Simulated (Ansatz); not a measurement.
# Tantalum, fcc under RPBE: ground state and equation of state, part 2 of 2

What does RPBE give for tantalum in the fcc structure? We relax it, solve it on a dense k-mesh, then scale the cell to 7 volumes from 88 to 112 % of the relaxed one and try a fit of the equation of state. Spin polarisation is left out. The k-meshes are 13×13×13 for the relaxation; 21×21×21 for the dense run; 14×14×14 for the volumes.

Ansatz 0.2.0; DFT, RPBE, plane waves (420 eV) with PAW, scalar-relativistic. The steps go on from the part before.

## 5. The cell scaled to 92 % of its volume

This is Ta in the fcc structure; at room conditions it is bcc.

input.yaml

```yaml
crystal:
  lattice:
    - [0.0, 2.0655212248, 2.0655212248]
    - [2.0655212248, 0.0, 2.0655212248]
    - [2.0655212248, 2.0655212248, 0.0]
  atoms:
    - { symbol: Ta, position: [0.0, 0.0, 0.0] }
hamiltonian:
  xc: rpbe
  pseudopotentials:
    kind: paw
    azcp:
      Ta: "pseudopotentials/Ta.paw.azcp"
basis:
  ecutwfc: 420
  fft_grid_basis: typed
kpoints:
  mp_grid: { grid: [14, 14, 14], shift: [0, 0, 0] }
magnetization:
  spin_polarized: false
scf:
  occupations: { method: fermi_dirac, width: 0.1 }
  lower_state_search: "off"
output:
  stress: true
```

Output (excerpt; [...] marks lines left out):

```text
Warning: RAYON_NUM_THREADS=2 ignored (pool sized by the plan → 2); use --threads N
[...]
Pseudopotentials: kind: paw
Pseudopotential: Ta, paw, valence charge 13, recommended cutoff 420 eV (normal), <dir>
Functional definition: RPBE
[...]
Crystal: 1 atoms, lattice volume = 17.625 Å³
Basis set: ecut = 420 eV, 331 PW (Γ)
Bands: 11, of which v1, the nominal top of the filled ones, is band 7 counted from 1 (6 counted from 0)
Symmetry: 48 space group operations
Space group: Fm-3m (ITA 225), of the structure as read, at distance tolerance 2.6e-5 Å
k-points: 104 of 2744
[...]
SCF iter   1: F=—  HF=-9944.516631 eV  |F-HF|=—  |Δ(HF+E_count)|=         —  Δρ=3.55e-3  dr2=7.96e-4  ethr=1.77e-3  ⟨swp⟩=5.2  Hψ=6389  notcnv=0
[...]
SCF iter   6: F=-9944.517083 eV  HF=-9944.517083 eV  |F-HF|=1.01e-9  |Δ(HF+E_count)|=   1.52e-8  Δρ=6.52e-6  dr2=2.43e-9  ethr=3.00e-10  ⟨swp⟩=2.0  Hψ=3765  notcnv=0
[...]
SCF converged after 6 iterations
Free energy (F): -9944.517083 eV
[...]
E sigma→0 (E₀):  -9944.497882 eV
Entropy (-TS):   -0.038403 eV (-38.403 meV/atom)
Fermi energy:    19.616313 eV
[...]
--- Stress (GPa, compression-positive) ---
       17.928989       0.000000      -0.000000
        0.000000      17.928989      -0.000000
       -0.000000       0.000000      17.928989
  P = ⅓ Tr σ = 17.9290 GPa (179.290 kbar)
```

Run time: 0.73 s. Hardware: 2 threads of an Arm CPU, shared host; peak memory 0.27 GiB.

## 6. The cell scaled to 96 % of its volume

input.yaml, as its differences from that of step 5:

```diff
@@ -2,5 +2,5 @@
   lattice:
-    - [0.0, 2.0655212248, 2.0655212248]
-    - [2.0655212248, 0.0, 2.0655212248]
-    - [2.0655212248, 2.0655212248, 0.0]
+    - [0.0, 2.095032658, 2.095032658]
+    - [2.095032658, 0.0, 2.095032658]
+    - [2.095032658, 2.095032658, 0.0]
   atoms:
```

Output (excerpt; [...] marks lines left out):

```text
Warning: RAYON_NUM_THREADS=2 ignored (pool sized by the plan → 2); use --threads N
[...]
[... 3 set-up lines as earlier in the session ...]
[...]
Crystal: 1 atoms, lattice volume = 18.391 Å³
Basis set: ecut = 420 eV, 339 PW (Γ)
Bands: 11, of which v1, the nominal top of the filled ones, is band 7 counted from 1 (6 counted from 0)
[... 2 set-up lines as earlier in the session ...]
k-points: 104 of 2744
[...]
SCF iter   1: F=—  HF=-9944.578188 eV  |F-HF|=—  |Δ(HF+E_count)|=         —  Δρ=3.58e-3  dr2=8.97e-4  ethr=1.77e-3  ⟨swp⟩=5.2  Hψ=6394  notcnv=0
[...]
SCF iter   6: F=-9944.578813 eV  HF=-9944.578813 eV  |F-HF|=1.35e-10  |Δ(HF+E_count)|=   1.03e-8  Δρ=1.98e-6  dr2=2.34e-10  ethr=2.38e-10  ⟨swp⟩=2.5  Hψ=3701  notcnv=0
[...]
SCF converged after 6 iterations
Free energy (F): -9944.578813 eV
[...]
E sigma→0 (E₀):  -9944.558763 eV
Entropy (-TS):   -0.040102 eV (-40.102 meV/atom)
Fermi energy:    18.693143 eV
[...]
--- Stress (GPa, compression-positive) ---
        8.192821       0.000000       0.000000
        0.000000       8.192821       0.000000
        0.000000      -0.000000       8.192821
  P = ⅓ Tr σ = 8.1928 GPa (81.928 kbar)
```

Run time: 0.8 s. Hardware: 2 threads of an Arm CPU, shared host; peak memory 0.27 GiB.

## 7. The cell scaled to 100 % of its volume

input.yaml, as its differences from that of step 6:

```diff
@@ -2,5 +2,5 @@
   lattice:
-    - [0.0, 2.095032658, 2.095032658]
-    - [2.095032658, 0.0, 2.095032658]
-    - [2.095032658, 2.095032658, 0.0]
+    - [0.0, 2.1237353023, 2.1237353023]
+    - [2.1237353023, 0.0, 2.1237353023]
+    - [2.1237353023, 2.1237353023, 0.0]
   atoms:
```

Output (excerpt; [...] marks lines left out):

```text
Warning: RAYON_NUM_THREADS=2 ignored (pool sized by the plan → 2); use --threads N
[...]
[... 3 set-up lines as earlier in the session ...]
[...]
Crystal: 1 atoms, lattice volume = 19.157 Å³
Basis set: ecut = 420 eV, 339 PW (Γ)
Bands: 11, of which v1, the nominal top of the filled ones, is band 7 counted from 1 (6 counted from 0)
[... 2 set-up lines as earlier in the session ...]
k-points: 104 of 2744
[...]
SCF iter   1: F=—  HF=-9944.597536 eV  |F-HF|=—  |Δ(HF+E_count)|=         —  Δρ=3.69e-3  dr2=1.19e-3  ethr=1.77e-3  ⟨swp⟩=5.2  Hψ=6444  notcnv=0
[...]
SCF iter   6: F=-9944.598133 eV  HF=-9944.598133 eV  |F-HF|=6.62e-10  |Δ(HF+E_count)|=   5.61e-9  Δρ=6.22e-6  dr2=2.93e-9  ethr=4.78e-10  ⟨swp⟩=3.0  Hψ=3563  notcnv=0
[...]
SCF converged after 6 iterations
Free energy (F): -9944.598133 eV
[...]
E sigma→0 (E₀):  -9944.577213 eV
Entropy (-TS):   -0.041840 eV (-41.840 meV/atom)
Fermi energy:    17.841635 eV
[...]
--- Stress (GPa, compression-positive) ---
        0.130728       0.000000      -0.000000
        0.000000       0.130728      -0.000000
       -0.000000       0.000000       0.130728
  P = ⅓ Tr σ = 0.1307 GPa (1.307 kbar)
```

Wall time 0.84 s (2 threads of an Arm CPU, shared host); peak memory 0.27 GiB.

## 8. The cell scaled to 104 % of its volume

input.yaml, as its differences from that of step 7:

```diff
@@ -2,5 +2,5 @@
   lattice:
-    - [0.0, 2.1237353023, 2.1237353023]
-    - [2.1237353023, 0.0, 2.1237353023]
-    - [2.1237353023, 2.1237353023, 0.0]
+    - [0.0, 2.1516823927, 2.1516823927]
+    - [2.1516823927, 0.0, 2.1516823927]
+    - [2.1516823927, 2.1516823927, 0.0]
   atoms:
@@ -25 +25,5 @@
   stress: true
+  write_density: true
+  write_potential: true
+  elf: true
+  volumetric_format: npy
```

Output (excerpt; [...] marks lines left out):

```text
Warning: RAYON_NUM_THREADS=2 ignored (pool sized by the plan → 2); use --threads N
[...]
[... 3 set-up lines as earlier in the session ...]
[...]
Crystal: 1 atoms, lattice volume = 19.923 Å³
Basis set: ecut = 420 eV, 387 PW (Γ)
Bands: 11, of which v1, the nominal top of the filled ones, is band 7 counted from 1 (6 counted from 0)
[... 2 set-up lines as earlier in the session ...]
k-points: 104 of 2744
[...]
SCF iter   1: F=—  HF=-9944.581751 eV  |F-HF|=—  |Δ(HF+E_count)|=         —  Δρ=3.83e-3  dr2=1.60e-3  ethr=1.77e-3  ⟨swp⟩=5.2  Hψ=6399  notcnv=0
[...]
SCF iter   6: F=-9944.582300 eV  HF=-9944.582300 eV  |F-HF|=2.33e-9  |Δ(HF+E_count)|=   2.54e-8  Δρ=8.75e-6  dr2=5.22e-9  ethr=7.11e-10  ⟨swp⟩=5.8  Hψ=6100  notcnv=0
[...]
SCF converged after 6 iterations
Free energy (F): -9944.582300 eV
[...]
E sigma→0 (E₀):  -9944.560515 eV
Entropy (-TS):   -0.043570 eV (-43.570 meV/atom)
Fermi energy:    17.053261 eV
[...]
--- Stress (GPa, compression-positive) ---
       -6.543680       0.000000       0.000000
        0.000000      -6.543680      -0.000000
       -0.000000       0.000000      -6.543680
  P = ⅓ Tr σ = -6.5437 GPa (-65.437 kbar)
--- Band table (eV; the first three rows and the last of 104) ---
  k-point 0: bands = ["-50.7282", "-16.7831", "-16.7831", "-16.7831", "9.1749", "17.5138", "17.5138", "17.5138", "20.2952", "20.2952", "29.0037"]
[...]
```

Run time: 1.1 s. Hardware: 2 threads of an Arm CPU, shared host; peak memory 0.28 GiB.

## 9. The cell scaled to 108 % of its volume

input.yaml, as its differences from that of step 8:

```diff
@@ -2,5 +2,5 @@
   lattice:
-    - [0.0, 2.1516823927, 2.1516823927]
-    - [2.1516823927, 0.0, 2.1516823927]
-    - [2.1516823927, 2.1516823927, 0.0]
+    - [0.0, 2.1789217704, 2.1789217704]
+    - [2.1789217704, 0.0, 2.1789217704]
+    - [2.1789217704, 2.1789217704, 0.0]
   atoms:
```

Output (excerpt; [...] marks lines left out):

```text
Warning: RAYON_NUM_THREADS=2 ignored (pool sized by the plan → 2); use --threads N
[...]
[... 3 set-up lines as earlier in the session ...]
[...]
Crystal: 1 atoms, lattice volume = 20.690 Å³
Basis set: ecut = 420 eV, 411 PW (Γ)
Bands: 11, of which v1, the nominal top of the filled ones, is band 7 counted from 1 (6 counted from 0)
[... 2 set-up lines as earlier in the session ...]
k-points: 104 of 2744
[...]
SCF iter   1: F=—  HF=-9944.536929 eV  |F-HF|=—  |Δ(HF+E_count)|=         —  Δρ=3.94e-3  dr2=2.06e-3  ethr=1.77e-3  ⟨swp⟩=5.1  Hψ=6417  notcnv=0
[...]
SCF iter   6: F=-9944.537381 eV  HF=-9944.537381 eV  |F-HF|=4.24e-9  |Δ(HF+E_count)|=   4.92e-8  Δρ=1.11e-5  dr2=1.04e-8  ethr=7.69e-10  ⟨swp⟩=8.8  Hψ=6353  notcnv=0
[...]
SCF converged after 6 iterations
Free energy (F): -9944.537381 eV
[...]
E sigma→0 (E₀):  -9944.514770 eV
Entropy (-TS):   -0.045222 eV (-45.222 meV/atom)
Fermi energy:    16.321189 eV
[...]
--- Stress (GPa, compression-positive) ---
      -12.065742       0.000000      -0.000000
        0.000000     -12.065742       0.000000
        0.000000      -0.000000     -12.065742
  P = ⅓ Tr σ = -12.0657 GPa (-120.657 kbar)
--- Band table (eV; the first three rows and the last of 104) ---
  k-point 0: bands = ["-51.5667", "-17.6502", "-17.6502", "-17.6502", "8.6079", "16.7857", "16.7857", "16.7857", "19.4250", "19.4250", "28.1786"]
[...]
```

It took 1.1 s on 2 threads of an Arm CPU, shared host; peak memory 0.28 GiB.

## 10. The cell scaled to 112 % of its volume

input.yaml, as its differences from that of step 9:

```diff
@@ -2,5 +2,5 @@
   lattice:
-    - [0.0, 2.1789217704, 2.1789217704]
-    - [2.1789217704, 0.0, 2.1789217704]
-    - [2.1789217704, 2.1789217704, 0.0]
+    - [0.0, 2.2054966062, 2.2054966062]
+    - [2.2054966062, 0.0, 2.2054966062]
+    - [2.2054966062, 2.2054966062, 0.0]
   atoms:
```

Output (excerpt; [...] marks lines left out):

```text
Warning: RAYON_NUM_THREADS=2 ignored (pool sized by the plan → 2); use --threads N
[...]
[... 3 set-up lines as earlier in the session ...]
[...]
Crystal: 1 atoms, lattice volume = 21.456 Å³
Basis set: ecut = 420 eV, 411 PW (Γ)
Bands: 11, of which v1, the nominal top of the filled ones, is band 7 counted from 1 (6 counted from 0)
[... 1 set-up line as earlier in the session ...]
Space group: Fm-3m (ITA 225), of the structure as read, at distance tolerance 2.8e-5 Å
k-points: 104 of 2744
[...]
SCF iter   1: F=—  HF=-9944.468121 eV  |F-HF|=—  |Δ(HF+E_count)|=         —  Δρ=4.01e-3  dr2=2.57e-3  ethr=1.77e-3  ⟨swp⟩=5.2  Hψ=6398  notcnv=0
[...]
SCF iter   6: F=-9944.468420 eV  HF=-9944.468420 eV  |F-HF|=5.89e-9  |Δ(HF+E_count)|=   6.51e-8  Δρ=1.34e-5  dr2=1.58e-8  ethr=7.69e-10  ⟨swp⟩=8.5  Hψ=6478  notcnv=0
[...]
SCF converged after 6 iterations
Free energy (F): -9944.468420 eV
[...]
E sigma→0 (E₀):  -9944.445035 eV
Entropy (-TS):   -0.046770 eV (-46.770 meV/atom)
Fermi energy:    15.639783 eV
[...]
--- Stress (GPa, compression-positive) ---
      -16.626724       0.000000       0.000000
        0.000000     -16.626724      -0.000000
       -0.000000      -0.000000     -16.626724
  P = ⅓ Tr σ = -16.6267 GPa (-166.267 kbar)
--- Band table (eV; the first three rows and the last of 104) ---
  k-point 0: bands = ["-52.3535", "-18.4605", "-18.4605", "-18.4605", "8.0853", "16.1035", "16.1035", "16.1035", "18.6116", "18.6116", "27.4047"]
[...]
```

Wall time 1.1 s (2 threads of an Arm CPU, shared host); peak memory 0.28 GiB.

## 11. Fitting the volumes

All volumes keep the relaxed shape and fractional coordinates.

```csv
V (Å³/atom),E − E₀ (meV/atom),P from the stress (GPa),P from the fit (GPa)
16.858,191.5,29.69,29.57
17.625,79.3,17.93,17.75
18.391,18.4,8.19,8.00
19.157,0.0,0.13,-0.05
19.923,16.7,-6.54,-6.71
20.690,62.4,-12.07,-12.23
21.456,132.1,-16.63,-16.81
```

Fit (Birch-Murnaghan, third order): V₀ = 19.152 Å³/atom, B₀ = 183 GPa, B₀′ = 3.7, largest residual 0.04 meV/atom.

The fit is made to E(σ → 0), while the stress belongs to the free energy F; that is one source of the offset between the two pressures.

## 12. Summary of results

What follows sums up all 2 parts.

| quantity | value |
| --- | --- |
| space group (spins left aside) | Fm-3m (No. 225) |
| conventional cell | a = 4.247 Å |
| volume | 19.157 Å³/atom |
| shortest distance | 3.003 Å |
| gap on the mesh | none (levels filled in part) |
| relative to bcc | +225 meV/atom |
| V₀, B₀, B₀′ | 19.152 Å³/atom, 183 GPa, 3.7 |

In words: The relaxation enlarged the cell by 6.1 % in volume. Against the reference form of tantalum (bcc, computed apart with the same settings) it stands 225 meV/atom higher. Levels at the Fermi energy are filled in part, as in a metal. B₀ comes out at 183 GPa. The symmetry was held, so the structure may be unstable against distortions that break it.
